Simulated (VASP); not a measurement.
# BN in VASP: notebook

Aim: see how the results for BN move with the level of theory and the settings. Levels: PBE, LDA. Tasks: relaxation of cell and atoms.

Program: VASP 6.6.1. These are calculated values, not measurements. Logs are shortened: lines on timing, memory, paths and dates and some standing lists are left out, and cuts for length are marked.

## Step 1: The structure

The cell holds a slab with vacuum, 2 atoms: a = 2.512 Å, b = 2.512 Å, c = 18.000 Å, α = 90.00°, β = 90.00°, γ = 120.00°.

## Step 2: Relaxation of cell and atoms, PBE

File INCAR:

```
PREC = Accurate
ENCUT = 600
EDIFF = 1E-7
ISMEAR = 0
SIGMA = 0.03
LREAL = F
LASPH = T
NELM = 80
ALGO = Normal
ISIF = 3
LWAVE = F
LCHARG = F
GGA = PE
IBRION = 2
NSW = 90
EDIFFG = -0.005
LATTICE_CONSTRAINTS = .TRUE. .TRUE. .FALSE.
```

File KPOINTS:

```
Automatic mesh
0
Gamma
  15 15 1
```

File POSCAR:

```
BN                                      
1.0
    2.5121111516      0.0000000000      0.0000000000
   -1.2560555758      2.1755520696      0.0000000000
    0.0000000000      0.0000000000     18.0000000000
  B               N             
     1     1
Direct
     0.6666666699999979    0.3333333300000021    0.5000000000000000
     0.3333333300000021    0.6666666699999979    0.5000000000000000
```

Potentials or basis: VASP PAW PBE potentials, release 64 (B, N).

On the command line:

```console
$ cat potpaw_PBE.64/B/POTCAR potpaw_PBE.64/N/POTCAR > POTCAR
$ mpirun -np 1 vasp_std > vasp.out
```

OUTCAR:

```text
PREC = Accurate
   ENCUT = 600
   EDIFF = 1E-7
   ISMEAR = 0
   LREAL = F
   LASPH = T
   NELM = 80
   ISIF = 3
   GGA = PE
   IBRION = 2
   NSW = 90
   EDIFFG = -0.005

 ion  position               nearest neighbor table
   1  0.667  0.333  0.500-   2 1.45   2 1.45   2 1.45
   2  0.333  0.667  0.500-   1 1.45   1 1.45   1 1.45

  LATTYP: Found a hexagonal cell.
 ALAT       =     2.5121111516
 C/A-ratio  =     7.1652880441

  Lattice vectors:

 A1 = (   2.5121111516,   0.0000000000,   0.0000000000)
 A2 = (  -1.2560555758,   2.1755520696,   0.0000000000)
 A3 = (   0.0000000000,   0.0000000000,  18.0000000000)

Analysis of symmetry for initial positions (statically):
=====================================================================
 Subroutine PRICEL returns:
 Original cell was already a primitive cell.

 Routine SETGRP: Setting up the symmetry group for a
 hexagonal supercell.

 Subroutine GETGRP returns: Found 12 space group operations
 (whereof 12 operations were pure point group operations)
 out of a pool of 24 trial point group operations.

The static configuration has the point symmetry D_3h.

Analysis of symmetry for dynamics (positions and initial velocities):
=====================================================================
 Subroutine PRICEL returns:
 Original cell was already a primitive cell.

 Routine SETGRP: Setting up the symmetry group for a
 hexagonal supercell.

 Subroutine GETGRP returns: Found 12 space group operations
 (whereof 12 operations were pure point group operations)
 out of a pool of 24 trial point group operations.

The dynamic configuration has the point symmetry D_3h.

 Subroutine INISYM returns: Found 12 space group operations
 (whereof 12 operations are pure point group operations),
 and found     1 'primitive' translations

----------------------------------------------------------------------------------------

                                     Primitive cell

  volume of cell :      98.3741

  direct lattice vectors                    reciprocal lattice vectors
     2.512111152  0.000000000  0.000000000     0.398071558  0.229826722  0.000000000
    -1.256055576  2.175552070  0.000000000     0.000000000  0.459653443  0.000000000
     0.000000000  0.000000000 18.000000000     0.000000000  0.000000000  0.055555556

  length of vectors
     2.512111152  2.512111147 18.000000000     0.459653443  0.459653443  0.055555556

  position of ions in fractional coordinates (direct lattice)
     0.666666670  0.333333330  0.500000000
     0.333333330  0.666666670  0.500000000

  ion indices of the primitive-cell ions
   primitive index   ion index
                 1           1
                 2           2

----------------------------------------------------------------------------------------

 KPOINTS: Automatic mesh

Automatic generation of k-mesh.
 Grid dimensions read from file:
 generate k-points for:   15   15    1

 Generating k-lattice:

  Cartesian coordinates                     Fractional coordinates (reciprocal lattice)
     0.026538104  0.015321781  0.000000000     0.066666667 -0.000000000  0.000000000
     0.000000000  0.030643563  0.000000000     0.000000000  0.066666667  0.000000000
     0.000000000  0.000000000  0.055555556     0.000000000  0.000000000  1.000000000

  Length of vectors
     0.030643563  0.030643563  0.055555556

  Shift w.r.t. Gamma in fractional coordinates (k-lattice)
     0.000000000  0.000000000  0.000000000

 Subroutine IBZKPT returns following result:
 ===========================================

 Found     27 irreducible k-points:

 Following reciprocal coordinates:
            Coordinates               Weight
  0.000000  0.000000  0.000000      1.000000
  0.066667  0.000000  0.000000      6.000000
  0.133333 -0.000000  0.000000      6.000000
  0.200000 -0.000000  0.000000      6.000000
  0.266667 -0.000000  0.000000      6.000000
  0.333333  0.000000  0.000000      6.000000
[... 16 lines left out ...]
  0.333333  0.200000  0.000000     12.000000
  0.400000  0.200000  0.000000      6.000000
 [... further k-points ...]
   k-points           NKPTS =     27   k-points in BZ     NKDIM =     27   number of bands    NBANDS=      8
   number of dos      NEDOS =    301   number of ions     NIONS =      2
   total plane-waves  NPLWV =  57600
   dimension x,y,z NGX =    20 NGY =   20 NGZ =  144
   dimension x,y,z NGXF=    40 NGYF=   40 NGZF=  288
   ions per type =               1   1
   NGX,Y,Z   is equivalent  to a cutoff of  13.24, 13.24, 13.30 a.u.
   NGXF,Y,Z  is equivalent  to a cutoff of  26.47, 26.47, 26.60 a.u.
 SYSTEM =  unknown system
   PREC   = accura    normal or accurate (medium, high low for compatibility)
   ISTART =      0    job   : 0-new  1-cont  2-samecut
   ICHARG =      2    charge: 1-file 2-atom 10-const
   ISPIN  =      1    spin polarized calculation?
   LNONCOLLINEAR =      F non collinear calculations
   LSORBIT =      F    spin-orbit coupling
   LASPH  =      T    aspherical Exc in radial PAW
   ENCUT  =  600.0 eV  44.10 Ry    6.64 a.u.   5.02  5.02 35.95*2*pi/ulx,y,z
   NELM   =     80;   NELMIN=  2; NELMDL= -5     # of ELM steps
   EDIFF  = 0.1E-06   stopping-criterion for ELM
   LREAL  =      F    real-space projection
   EDIFFG = -.5E-02   stopping-criterion for IOM
   NSW    =     90    number of steps for IOM
   IBRION =      2    ionic relax: 0-MD 1-quasi-New 2-CG
   NFREE  =      1    steps in history (QN), initial steepest desc. (CG)
   ISIF   =      3    stress and relaxation
   ISYM   =      2    0-nonsym 1-usesym 2-fastsym
   POTIM  = 0.5000    time-step for ionic-motion
   TEBEG  =    0.0;   TEEND  =   0.0 temperature during run
   PSTRESS=    0.0 pullay stress
   NELECT =       8.0000    total number of electrons
   NUPDOWN=      -1.0000    fix difference up-down
   EMIN   =  10.00;   EMAX   =-10.00  energy-range for DOS
   EFERMI =   0.00;   METHOD = LEGACY
   ISMEAR =     0;   SIGMA  =   0.03  broadening in eV -4-tet -1-fermi 0-gaus
   EFERMI_NEDOS =   21; number of points for ismear=-14 and -15
   IALGO  =     38    algorithm
   IMIX   =      4    mixing-type and parameters
     AMIX     =   0.40;   BMIX     =  1.00
     AMIX_MAG =   1.60;   BMIX_MAG =  1.00
  volume/ion in A,a.u.               =      49.19       331.93
  Fermi-wavevector in a.u.,A,eV,Ry     =   0.709269  1.340325  6.844588  0.503063
  Thomas-Fermi vector in A             =   1.795806
   LORBIT       =      0    0 simple, 1 ext, 2 COOP (PROOUT), +10 PAW based schemes
   GGA     = PE    functional components
   LHFCALC =     F    Hartree Fock is set to
   AEXX    =    0.0000 exact exchange contribution
   IVDW    =     0    specifies the selected vdW correction
   LEPSILON=     F    determine dielectric tensor
   LRPA    =     F    only Hartree local field effects (RPA)
 conjugate gradient relaxation of ions
 non-spin polarized calculation
 Gauss-broadening in eV      SIGMA  =   0.03
  energy-cutoff  :      600.00
  volume of cell :       98.37
 maximum number of plane-waves:      3333
 NGX is ok and might be reduce to    20
   NGX =  9   NGY =  9   NGZ = 71

 number of electron       8.0000000 magnetization

 Free energy of the ion-electron system (eV)
  ---------------------------------------------------
  ext. energy  EPLUGINS =         0.00000000
  ---------------------------------------------------
  free energy    TOTEN  =       -17.60389138 eV

  energy without entropy =      -17.60389138  energy(sigma->0) =      -17.60389138

 E-fermi :  -4.1822     XC(G=0):  -2.3325

 val. band max:       -4.3286623008   @ k =   0.3333   0.3333   0.0000
 cond. band min:       0.3336133217   @ k =   0.3333   0.3333   0.0000
 fundamental gap:      4.6622756225
 Fermi energy:        -4.1821982698

 k-point     1 :       0.0000    0.0000    0.0000
  band No.  band energies     occupation
      1     -21.9431      2.00000
      2      -9.5287      2.00000
      3      -5.6809      2.00000
      4      -5.6809      2.00000
      5       0.3623      0.00000
      6       1.2983      0.00000
      7       1.7167      0.00000
      8       2.8925      0.00000

 k-point     2 :       0.0667    0.0000    0.0000
  band No.  band energies     occupation
      1     -21.8580      2.00000
      2      -9.4146      2.00000
      3      -6.0441      2.00000
      4      -5.8481      2.00000
      5       0.5096      0.00000
      6       1.4327      0.00000
      7       1.8587      0.00000
      8       3.0251      0.00000

 k-point     3 :       0.1333   -0.0000    0.0000
  band No.  band energies     occupation
      1     -21.6059      2.00000
      2      -9.0755      2.00000
      3      -7.0106      2.00000
      4      -6.2841      2.00000
      5       0.9380      0.00000
      6       1.8322      0.00000
      7       2.2829      0.00000
      8       3.4162      0.00000

 k-point     4 :       0.2000   -0.0000    0.0000
  band No.  band energies     occupation
      1     -21.1966      2.00000
      2      -8.5223      2.00000
      3      -8.3321      2.00000
      4      -6.8505      2.00000
      5       1.6276      0.00000
      6       2.4738      0.00000
      7       2.9857      0.00000
      8       4.0194      0.00000

 k-point     5 :       0.2667   -0.0000    0.0000
  band No.  band energies     occupation
      1     -20.6516      2.00000
      2      -9.7834      2.00000
      3      -7.7789      2.00000
      4      -7.4194      2.00000
      5       2.5624      0.00000
      6       3.1729      0.00000
      7       3.9631      0.00000
      8       4.4351      0.00000
[... 177 lines left out ...]
 k-point    22 :       0.2667    0.2000    0.0000
  band No.  band energies     occupation
      1     -19.2693      2.00000
      2     -11.7022      2.00000
      3      -9.7152      2.00000
      4      -5.8301      2.00000
      5       1.7595      0.00000
      6       5.4032      0.00000
      7       6.4944      0.00000
      8       6.9104      0.00000

 k-point    23 :       0.3333    0.2000    0.0000
  band No.  band energies     occupation
      1     -18.7663      2.00000
      2     -12.4327      2.00000
      3     -10.1085      2.00000
      4      -5.0652      2.00000
      5       0.8675      0.00000
      6       6.8504      0.00000
      7       7.8735      0.00000
      8       8.4551      0.00000

 k-point    24 :       0.4000    0.2000    0.0000
  band No.  band energies     occupation
      1     -18.5582      2.00000
      2     -12.7267      2.00000
      3     -10.2361      2.00000
      4      -4.7282      2.00000
      5       0.4804      0.00000
      6       7.7317      0.00000
      7       8.5811      0.00000
      8       8.9340      0.00000

 [... further k-points ...]
[... 5 lines left out ...]
  --------------------------------------------------------------------------------------
  -------------------------------------------------------------------------------------
  Total       -0.0065193     -0.0065193     -0.0313950      0.0000000      0.0000000     -0.0000000
  in kB       -0.1061772     -0.1061772     -0.5113171      0.0000000      0.0000000     -0.0000000
  external PRESSURE =      -0.2412239 kB  Pullay stress =       0.0000000 kB

 VOLUME and BASIS-vectors are now :
 -----------------------------------------------------------------------------
  energy-cutoff  :      600.00
  volume of cell :       98.37
      direct lattice vectors                 reciprocal lattice vectors
     2.512111152  0.000000000  0.000000000     0.398071558  0.229826722  0.000000000
    -1.256055576  2.175552070  0.000000000     0.000000000  0.459653443  0.000000000
     0.000000000  0.000000000 18.000000000     0.000000000  0.000000000  0.055555556

 POSITION                                       TOTAL-FORCE (eV/Angst)
 -----------------------------------------------------------------------------------
      1.25606      0.72518      9.00000         0.000000      0.000000      0.000000
     -0.00000      1.45037      9.00000        -0.000000      0.000000      0.000000
 -----------------------------------------------------------------------------------
    total drift:                                0.000008     -0.000005      0.000000

  FREE ENERGIE OF THE ION-ELECTRON SYSTEM (eV)
  ---------------------------------------------------
  free  energy   TOTEN  =       -17.6038913778 eV

  energy  without entropy=      -17.6038913778  energy(sigma->0) =      -17.60389138

 reached required accuracy - stopping structural energy minimisation
```

It took 48 s on 1 thread of Intel Xeon Platinum 8488C (Sapphire Rapids), shared host; peak memory 0.23 GiB.

Results:

| Item | Value |
| --- | --- |
| Free energy | -17.6039 eV |
| Band gap on the k mesh | 4.66 eV, direct |

Final structure:
```
B N
1.0
     2.51211    0.00000    0.00000
    -1.25606    2.17555    0.00000
     0.00000    0.00000   18.00000
B N
1 1
Direct
  0.66667 0.33333 0.50000
  0.33333 0.66667 0.50000
```

Levels at points of the mesh, in eV from the valence-band top:
```csv
k point,band 1,band 2,band 3,band 4,band 5,band 6,band 7,band 8
"(0.00, 0.00, 0.00)",-17.61,-5.20,-1.35,-1.35,4.69,5.63,6.05,7.22
```

Caveat: the relaxation stopped at its first step, so nothing moved.

## Step 3: Relaxation of cell and atoms, LDA

This run uses another cell than the first one, of 48.65 Å³/atom, 0.989 times its volume.

File INCAR:

```
PREC = Accurate
ENCUT = 600
EDIFF = 1E-6
ISMEAR = 0
SIGMA = 0.03
LREAL = False
LASPH = True
NELM = 80
ALGO = Normal
ISIF = 3
LWAVE = False
LCHARG = False
IBRION = 2
NSW = 90
EDIFFG = -0.01
LATTICE_CONSTRAINTS = .TRUE. .TRUE. .FALSE.
```

KPOINTS is that of step 2.

File POSCAR:

```
BN
1.0
    2.4982400000      0.0000000000      0.0000000000
   -1.2491200000      2.1635393000      0.0000000000
    0.0000000000      0.0000000000     18.0000000000
B N
1 1
Direct
    0.6666666700      0.3333333300      0.5000000000
    0.3333333300      0.6666666700      0.5000000000
```

Potentials or basis: VASP PAW LDA potentials, release 64 (B, N).

On the command line:

```console
$ cat potpaw_LDA.64/B/POTCAR potpaw_LDA.64/N/POTCAR > POTCAR
$ mpirun -np 1 vasp_std > vasp.out
```

Wall time 35 s (1 thread of Intel Xeon 6975P-C (Granite Rapids), shared host); peak memory 0.19 GiB.

Results (log left out):

```
Free energy                            : -19.2390 eV
Relaxed volume                         : 48.28 Å³/atom
Relaxed cell                           : a = 2.489 Å, b = 2.489 Å, c = 18.000 Å, α = 90.00°, β = 90.00°, γ = 120.00°
Space group after relaxing (to 0.05 Å) : P-6m2 (No. 187)
Energy gained by relaxing              : 0.9 meV/atom
Ionic steps                            : 3
Band gap on the k mesh                 : 4.60 eV, direct
```

The path:
```
step  energy change (eV)  largest force (eV/Å)  pressure (GPa)  volume (Å³)
   1              0.0000                0.0000           -0.53        97.29
   2              0.0054                0.0000            1.05        95.11
   3             -0.0018                0.0000           -0.02        96.56
```

Final structure:
```
B N
1.0
     2.48884    0.00000    0.00000
    -1.24442    2.15540    0.00000
     0.00000    0.00000   18.00000
B N
1 1
Direct
  0.66667 0.33333 0.50000
  0.33333 0.66667 0.50000
```

Levels at points of the mesh, in eV from the valence-band top:
```tsv
k point	band 2	band 3	band 4	band 5	band 6	band 7
(0.00, 0.00, 0.00)	-5.41	-1.34	-1.34	4.79	5.89	6.32
```

## Step 4: Relaxation of cell and atoms, LDA

This run uses another cell than the first one, of 48.28 Å³/atom, 0.982 times its volume.

Edit INCAR of step 3 so:

```diff
@@ -2,3 +2,3 @@
 ENCUT = 600
-EDIFF = 1E-6
+EDIFF = 1E-7
 ISMEAR = 0
@@ -14,3 +14,3 @@
 NSW = 90
-EDIFFG = -0.01
+EDIFFG = -0.005
 LATTICE_CONSTRAINTS = .TRUE. .TRUE. .FALSE.
```

KPOINTS is that of step 3.

File POSCAR:

```
BN                                      
1.0
    2.4888382045      0.0000000000      0.0000000000
   -1.2444191023      2.1553971063      0.0000000000
    0.0000000000      0.0000000000     18.0000000000
  B               N             
     1     1
Direct
     0.6666666699999979    0.3333333300000021    0.5000000000000000
     0.3333333300000021    0.6666666699999979    0.5000000000000000
```

On the command line:

```console
$ cat potpaw_LDA.64/B/POTCAR potpaw_LDA.64/N/POTCAR > POTCAR
$ mpirun -np 1 vasp_std > vasp.out
```

Run time: 18 s. Hardware: 1 thread of Intel Xeon 6975P-C (Granite Rapids), shared host; peak memory 0.18 GiB.

Results (log left out):

```yaml
Free_energy: -19.2387 eV
Band_gap_on_the_k_mesh: 4.60 eV, direct
```

Final structure:
```
B N
1.0
     2.48884    0.00000    0.00000
    -1.24442    2.15540    0.00000
     0.00000    0.00000   18.00000
B N
1 1
Cartesian
  1.2444 0.7185 9.0000
  0.0000 1.4369 9.0000
```

Levels at points of the mesh, in eV from the valence-band top:
```tsv
k point	band 1	band 2	band 3	band 4	band 5	band 6	band 7	band 8
(0.00, 0.00, 0.00)	-17.57	-5.41	-1.34	-1.34	4.79	5.89	6.29	7.44
```

Caveat: the relaxation stopped at its first step, so nothing moved.

## Step 5: Relaxation of cell and atoms, LDA

This run uses another cell than the first one, of 48.65 Å³/atom, 0.989 times its volume.

File INCAR:

```
SYSTEM = BN
ALGO     = Normal         ! electronic algorithm
EDIFF    = 1E-6           ! SCF threshold, eV
EDIFFG   = -0.01          ! ionic threshold
ENCUT    = 600            ! plane-wave cutoff, eV
IBRION   = 2              ! ionic algorithm
ISIF     = 3              ! what is computed and relaxed
ISMEAR   = 0              ! smearing method
LASPH    = .True.         ! aspherical terms in the spheres
LATTICE_CONSTRAINTS= .TRUE. .TRUE. .FALSE.
LCHARG   = .False.        ! write CHGCAR
LREAL    = .False.        ! projectors in reciprocal space
LWAVE    = .False.        ! write WAVECAR
NELM     = 80             ! most SCF steps
NSW      = 90             ! ionic steps
PREC     = Accurate       ! precision mode
SIGMA    = 0.03           ! smearing width, eV
```

File KPOINTS:

```
k-points
0
Gamma
  15 15 1
  0 0 0
```

File POSCAR:

```
BN
1.0
    2.4982400000      0.0000000000      0.0000000000
   -1.2491200000      2.1635393000      0.0000000000
    0.0000000000      0.0000000000     18.0000000000
B N
1 1
Direct
    0.6666666700      0.3333333300      0.5000000000
    0.3333333300      0.6666666700      0.5000000000
```

On the command line:

```console
$ cat potpaw_LDA.64/B/POTCAR potpaw_LDA.64/N/POTCAR > POTCAR
$ mpirun -np 1 vasp_std > vasp.out
```

Wall time 34 s (1 thread of Intel Xeon Platinum 8559C (Emerald Rapids), shared host); peak memory 0.2 GiB.

Results (log left out):

```yaml
Free_energy: -19.2390 eV
Relaxed_volume: 48.28 Å³/atom
Relaxed_cell: a = 2.489 Å, b = 2.489 Å, c = 18.000 Å, α = 90.00°, β = 90.00°, γ = 120.00°
Space_group_after_relaxing_to_0.05_Å: P-6m2 (No. 187)
Energy_gained_by_relaxing: 0.9 meV/atom
Ionic_steps: 3
Band_gap_on_the_k_mesh: 4.60 eV, direct
```

Step by step:
```tsv
step	energy change (eV)	largest force (eV/Å)	pressure (GPa)	volume (Å³)
1	0.0000	0.0000	-0.53	97.29
2	0.0054	0.0000	1.05	95.11
3	-0.0018	0.0000	-0.02	96.56
```

Final structure:
```cif
data_structure
_symmetry_space_group_name_H-M 'P 1'
_symmetry_Int_Tables_number 1
_cell_length_a 2.4888
_cell_length_b 2.4888
_cell_length_c 18.0000
_cell_angle_alpha 90.000
_cell_angle_beta 90.000
_cell_angle_gamma 120.000
_cell_volume 96.56
loop_
_atom_site_label
_atom_site_type_symbol
_atom_site_fract_x
_atom_site_fract_y
_atom_site_fract_z
_atom_site_occupancy
B1 B 0.66667 0.33333 0.50000 1
N1 N 0.33333 0.66667 0.50000 1
```

Levels at points of the mesh, in eV from the valence-band top:
```csv
k point,band 1,band 2,band 3,band 4,band 5,band 6,band 7,band 8
"(0.00, 0.00, 0.00)",-17.57,-5.41,-1.34,-1.34,4.79,5.89,6.32,7.46
```

LDA usually gives volumes a few per cent too small. Zero-point motion and thermal expansion aren't in these numbers.
